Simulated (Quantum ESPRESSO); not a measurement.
The system is HfO2.

```xyz
3
Lattice="0.0000 2.5575 2.5575 2.5575 0.0000 2.5575 2.5575 2.5575 0.0000" Properties=species:S:1:pos:R:3 pbc="T T T"
Hf    0.0000    0.0000    0.0000
O     3.8363    3.8363    3.8363
O     1.2788    1.2788    1.2788
```

Measurements of this composition are mostly on another form, of space group No. 14.

Base run:

* Program: Quantum ESPRESSO 7.5
* Functional: PBE
* Potentials or basis: SSSP 1.3 efficiency PBE
* Cutoff: 816 eV
* Density cutoff: 5987 eV
* k mesh: 9 × 9 × 9
* Occupations: fermi-dirac, width 0.05 eV
* Spin: no spin polarisation

Its results: band gap on the k mesh 3.85 eV, indirect (least direct gap 3.96 eV); pressure -4.4 GPa.

**Question.** The run is repeated on the same cell with these changes: potentials or basis from SSSP 1.3 efficiency PBE to PseudoDojo 0.4.1 SR PBE standard; cutoff from 816 eV to 1143 eV; density cutoff from 5987 eV to 4572 eV. What comes out?

**Answer.** Band gap on the k mesh 3.87 eV, indirect (least direct gap 3.99 eV); pressure -4.9 GPa.

Caveats: spin-orbit coupling is left out, which moves the levels of the heavy elements; an odd mesh through Γ misses points on the zone boundary, where band edges often lie (some runs); the mesh misses the band edges, which the band path finds closer together (some runs).

Not every run made on this cell is shown here.
